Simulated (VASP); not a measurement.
# Ge (Fd-3m) in VASP: phonons with PBEsol

Aim: the phonons of Ge with PBEsol.

Program: VASP 6.6.1. These are calculated values, not measurements. Logs are shortened: lines on timing, memory, paths and dates and some standing lists are left out, and cuts for length are marked.

## (1) The crystal as given

The structure is cubic, space group Fd-3m (No. 227). The conventional cell has a = 5.658 Å, b = 5.658 Å, c = 5.658 Å, α = 90.00°, β = 90.00°, γ = 90.00°. Ge (site symmetry -43m) is surrounded by 4 Ge at 2.45 Å.

The cell was built by a generator and needn't be a form met in nature.

## (2) Phonons, PBEsol

POSCAR reads:

```
Ge
1.0
    0.0000000000      2.8290000000      2.8290000000
    2.8290000000      0.0000000000      2.8290000000
    2.8290000000      2.8290000000      0.0000000000
Ge
2
Direct
    0.0000000000      0.0000000000      0.0000000000
    0.2500000000      0.2500000000      0.2500000000
```

INCAR.step1 reads:

```
PREC     = Accurate       # precision mode
ENCUT    = 600            # plane-wave cutoff, eV
EDIFF    = 1E-8           # SCF threshold, eV
ISMEAR   = -1             # smearing method
SIGMA    = 0.03           # smearing width, eV
LREAL    = F              # projectors in reciprocal space
LASPH    = T              # aspherical terms in the spheres
NELM     = 80             # most SCF steps
ALGO     = Fast           # electronic algorithm
ISIF     = 2              # what is computed and relaxed
LWAVE    = F              # write WAVECAR
LCHARG   = F              # write CHGCAR
GGA      = PS             # functional
KPAR     = 2            
IBRION   = 2              # ionic algorithm
NSW      = 40             # ionic steps
EDIFFG   = -0.002         # ionic threshold
```

INCAR.step2 reads:

```
PREC     = Accurate       # precision mode
ENCUT    = 600            # plane-wave cutoff, eV
EDIFF    = 1E-8           # SCF threshold, eV
ISMEAR   = -1             # smearing method
SIGMA    = 0.03           # smearing width, eV
LREAL    = F              # projectors in reciprocal space
LASPH    = T              # aspherical terms in the spheres
NELM     = 80             # most SCF steps
ALGO     = Fast           # electronic algorithm
ISIF     = 2              # what is computed and relaxed
LWAVE    = F              # write WAVECAR
LCHARG   = F              # write CHGCAR
GGA      = PS             # functional
KPAR     = 2            
IBRION   = 6              # ionic algorithm
NFREE    = 2            
POTIM    = 0.015          # step
NSW      = 1              # ionic steps
```

KPOINTS reads:

```
Automatic mesh
0
Gamma
  24 24 24
```

Potentials or basis: VASP PAW PBE potentials, release 64 (Ge_d).

Launch:

```
$ cat potpaw_PBE.64/Ge_d/POTCAR > POTCAR
$ cp INCAR.step1 INCAR
$ mpirun -np 2 vasp_std > vasp.out
$ cp CONTCAR POSCAR
$ cp INCAR.step2 INCAR
$ mpirun -np 2 vasp_std > vasp.out
```

OUTCAR:

```text
PREC = Accurate
   ENCUT = 600
   EDIFF = 1E-8
   ISMEAR = -1
   LREAL = F
   LASPH = T
   NELM = 80
   ISIF = 2
   GGA = PS
   IBRION = 6
   NFREE = 2
   POTIM = 0.015
   NSW = 1

 ion  position               nearest neighbor table
   1  0.000  0.000  0.000-   2 2.45   2 2.45   2 2.45   2 2.45
   2  0.250  0.250  0.250-   1 2.45   1 2.45   1 2.45   1 2.45

  LATTYP: Found a face centered cubic cell.
 ALAT       =     5.6580000000

  Lattice vectors:

 A1 = (   0.0000000000,   2.8290000000,   2.8290000000)
 A2 = (   2.8290000000,   0.0000000000,   2.8290000000)
 A3 = (   2.8290000000,   2.8290000000,   0.0000000000)

Analysis of symmetry for initial positions (statically):
=====================================================================
 Subroutine PRICEL returns:
 Original cell was already a primitive cell.

 Routine SETGRP: Setting up the symmetry group for a
 face centered cubic supercell.

 Subroutine GETGRP returns: Found 48 space group operations
 (whereof 24 operations were pure point group operations)
 out of a pool of 48 trial point group operations.

The static configuration has the point symmetry T_d .
 The point group associated with its full space group is O_h .

Analysis of symmetry for dynamics (positions and initial velocities):
=====================================================================
 Subroutine PRICEL returns:
 Original cell was already a primitive cell.

 Routine SETGRP: Setting up the symmetry group for a
 face centered cubic supercell.

 Subroutine GETGRP returns: Found 48 space group operations
 (whereof 24 operations were pure point group operations)
 out of a pool of 48 trial point group operations.

The dynamic configuration has the point symmetry T_d .
 The point group associated with its full space group is O_h .

 Subroutine INISYM returns: Found 48 space group operations
 (whereof 24 operations are pure point group operations),
 and found     1 'primitive' translations

----------------------------------------------------------------------------------------

                                     Primitive cell

  volume of cell :      45.2823

  direct lattice vectors                    reciprocal lattice vectors
     0.000000000  2.829000000  2.829000000    -0.176740898  0.176740898  0.176740898
     2.829000000  0.000000000  2.829000000     0.176740898 -0.176740898  0.176740898
     2.829000000  2.829000000  0.000000000     0.176740898  0.176740898 -0.176740898

  length of vectors
     4.000810168  4.000810168  4.000810168     0.306124215  0.306124215  0.306124215

  position of ions in fractional coordinates (direct lattice)
     0.000000000  0.000000000  0.000000000
     0.250000000  0.250000000  0.250000000

  ion indices of the primitive-cell ions
   primitive index   ion index
                 1           1
                 2           2

----------------------------------------------------------------------------------------

 KPOINTS: Automatic mesh

Automatic generation of k-mesh.
 Grid dimensions read from file:
 generate k-points for:   24   24   24

 Generating k-lattice:

  Cartesian coordinates                     Fractional coordinates (reciprocal lattice)
    -0.007364204  0.007364204  0.007364204     0.041666667  0.000000000  0.000000000
     0.007364204 -0.007364204  0.007364204     0.000000000  0.041666667  0.000000000
     0.007364204  0.007364204 -0.007364204     0.000000000  0.000000000  0.041666667

[... 54 lines left out ...]
   ENCUT  =  600.0 eV  44.10 Ry    6.64 a.u.   7.99  7.99  7.99*2*pi/ulx,y,z
   NELM   =     80;   NELMIN=  2; NELMDL=  0     # of ELM steps
   EDIFF  = 0.1E-07   stopping-criterion for ELM
   LREAL  =      F    real-space projection
   EDIFFG = 0.1E-06   stopping-criterion for IOM
   NSW    =     61    number of steps for IOM
   IBRION =      6    ionic relax: 0-MD 1-quasi-New 2-CG
   NFREE  =      2    steps in history (QN), initial steepest desc. (CG)
   ISIF   =      2    stress and relaxation
   ISYM   =      2    0-nonsym 1-usesym 2-fastsym
   POTIM  = 0.0150    time-step for ionic-motion
   TEBEG  =    0.0;   TEEND  =   0.0 temperature during run
   PSTRESS=    0.0 pullay stress
   NELECT =      28.0000    total number of electrons
   NUPDOWN=      -1.0000    fix difference up-down
   EMIN   =  10.00;   EMAX   =-10.00  energy-range for DOS
   EFERMI =   0.00;   METHOD = LEGACY
   ISMEAR =    -1;   SIGMA  =   0.03  broadening in eV -4-tet -1-fermi 0-gaus
   EFERMI_NEDOS =   21; number of points for ismear=-14 and -15
   IALGO  =     68    algorithm
   IMIX   =      4    mixing-type and parameters
     AMIX     =   0.40;   BMIX     =  1.00
     AMIX_MAG =   1.60;   BMIX_MAG =  1.00
  volume/ion in A,a.u.               =      22.64       152.79
  Fermi-wavevector in a.u.,A,eV,Ry     =   1.394712  2.635624 26.466349  1.945222
  Thomas-Fermi vector in A             =   2.518235
   LORBIT       =      0    0 simple, 1 ext, 2 COOP (PROOUT), +10 PAW based schemes
   GGA     = PS    functional components
   LHFCALC =     F    Hartree Fock is set to
   AEXX    =    0.0000 exact exchange contribution
   IVDW    =     0    specifies the selected vdW correction
   LEPSILON=     F    determine dielectric tensor
   LRPA    =     F    only Hartree local field effects (RPA)
 finite differences with symmetry
 non-spin polarized calculation
 RMM-DIIS sequential band-by-band and
  energy-cutoff  :      600.00
  volume of cell :       45.28
 maximum number of plane-waves:      1540
   NGX = 15   NGY = 15   NGZ = 15

--------------------------------------- Ionic step        1  -------------------------------------------

 number of electron      28.0000013 magnetization

 Free energy of the ion-electron system (eV)
  ---------------------------------------------------
  ext. energy  EPLUGINS =         0.00000000
  ---------------------------------------------------
  free energy    TOTEN  =        -9.87450454 eV

  energy without entropy =       -9.87445724  energy(sigma->0) =       -9.87448089

------------------------ aborting loop because EDIFF is reached ----------------------------------------

  FORCE on cell =-STRESS in cart. coord.  units (eV):
  Direction    XX          YY          ZZ          XY          YZ          ZX
  --------------------------------------------------------------------------------------
  -------------------------------------------------------------------------------------
  Total        0.1701549      0.1701549      0.1701549      0.0000000      0.0000000     -0.0000000
  in kB        6.0204129      6.0204129      6.0204129      0.0000000      0.0000000     -0.0000000
  external PRESSURE =       6.0204129 kB  Pullay stress =       0.0000000 kB
[... 59 lines left out ...]
--------------------------------------- Ionic step        3  -------------------------------------------

 number of electron      28.0000010 magnetization

 Free energy of the ion-electron system (eV)
  ---------------------------------------------------
  ext. energy  EPLUGINS =         0.00000000
  ---------------------------------------------------
  free energy    TOTEN  =        -9.87323404 eV

  energy without entropy =       -9.87317688  energy(sigma->0) =       -9.87320546

 E-fermi :   4.9259     XC(G=0): -10.1284

 val. band max:        4.8897614229   @ k =   0.0000  -0.0417   0.0417
 cond. band min:       4.9304050792   @ k =   0.0000   0.0000   0.0000
 fundamental gap:      0.0406436563
 Fermi energy:         4.9259281567

 k-point     1 :       0.0000    0.0000    0.0000
  band No.  band energies     occupation
      1     -19.9066      2.00000
      2     -19.9034      2.00000
      3     -19.8999      2.00000
      4     -19.8667      2.00000
      5     -19.8666      2.00000
      6     -19.6564      2.00000
[... 481 lines left out ...]
      5     -19.8240      2.00000
      6     -19.6913      2.00000
[... 10 lines left out ...]
     17       8.6808      0.00000
     18      11.9378      0.00000

 [... further k-points ...]

------------------------ aborting loop because EDIFF is reached ----------------------------------------

  FORCE on cell =-STRESS in cart. coord.  units (eV):
  Direction    XX          YY          ZZ          XY          YZ          ZX
  --------------------------------------------------------------------------------------
  -------------------------------------------------------------------------------------
  Total        0.1654365      0.1679557      0.1679557     -0.0000000     -0.1282677      0.0000000
  in kB        5.8534668      5.9425994      5.9425994     -0.0000000     -4.5383625      0.0000000
  external PRESSURE =       5.9128886 kB  Pullay stress =       0.0000000 kB
[... 17 lines left out ...]
  FREE ENERGIE OF THE ION-ELECTRON SYSTEM (eV)
  ---------------------------------------------------
  free  energy   TOTEN  =        -9.8732340383 eV

  energy  without entropy=       -9.8731768789  energy(sigma->0) =       -9.87320546

 INTERNAL STRAIN TENSORS FROM DISPLACED ATOMS
 ============================================

 INTERNAL STRAIN TENSOR FOR ION    1 for displacements in x,y,z  (eV/Angst):
          X           Y           Z          XY          YZ          ZX
  --------------------------------------------------------------------------------
  x     0.00000    -0.00000    -0.00000     0.00000     8.55564    -0.00000
  y     0.00000    -0.00000     0.00000     0.00000     0.00000     8.55564
  z    -0.00000    -0.00000     0.00000     8.55564    -0.00000     0.00000

 INTERNAL STRAIN TENSOR FOR ION    2 for displacements in x,y,z  (eV/Angst):
          X           Y           Z          XY          YZ          ZX
  --------------------------------------------------------------------------------
  x    -0.00000     0.00000     0.00000    -0.00000    -8.55564     0.00000
  y    -0.00000     0.00000    -0.00000    -0.00000    -0.00000    -8.55564
  z     0.00000     0.00000    -0.00000    -8.55564     0.00000    -0.00000

 Eigenvectors and eigenvalues of the dynamical matrix
 ----------------------------------------------------

   1 f  =    8.706515 THz    54.704648 2PiTHz  290.418083 cm-1    36.007237 meV
             X         Y         Z           dx          dy          dz
      0.000000  0.000000  0.000000     0.000000   -0.707107    0.000000
      1.414500  1.414500  1.414500     0.000000    0.707107    0.000000
[... 21 lines left out ...]
   6 f  =    0.000000 THz     0.000000 2PiTHz    0.000000 cm-1     0.000000 meV
             X         Y         Z           dx          dy          dz
      0.000000  0.000000  0.000000     0.000000    0.000000    0.707107
      1.414500  1.414500  1.414500     0.000000    0.000000    0.707107

 ELASTIC MODULI CONTR FROM IONIC RELAXATION (kBar)
 Direction    XX          YY          ZZ          XY          YZ          ZX
 --------------------------------------------------------------------------------
 XX          -0.0000      0.0000      0.0000      0.0000     -0.0000     -0.0000
 YY           0.0000     -0.0000      0.0000      0.0000      0.0000      0.0000
 ZZ           0.0000      0.0000     -0.0000     -0.0000      0.0000     -0.0000
 XY           0.0000      0.0000     -0.0000   -230.0029     -0.0000     -0.0000
 YZ          -0.0000      0.0000      0.0000     -0.0000   -230.0029     -0.0000
 ZX          -0.0000      0.0000     -0.0000     -0.0000     -0.0000   -230.0029
 --------------------------------------------------------------------------------
```

Run time: 8.7 min. Hardware: 2 MPI ranks of Intel Xeon 6975P-C (Granite Rapids), shared host; peak memory 2.4 GiB.

Results:

* Highest phonon frequency at Γ: 290 cm⁻¹

Phonon frequencies in cm⁻¹ (negative: imaginary):
```csv
q point,frequencies
"(0.000, 0.000, 0.000)",0 0 0 290 290 290
```

Caveat: the PAW data sets were made with another functional, which shifts forces and pressure a little.
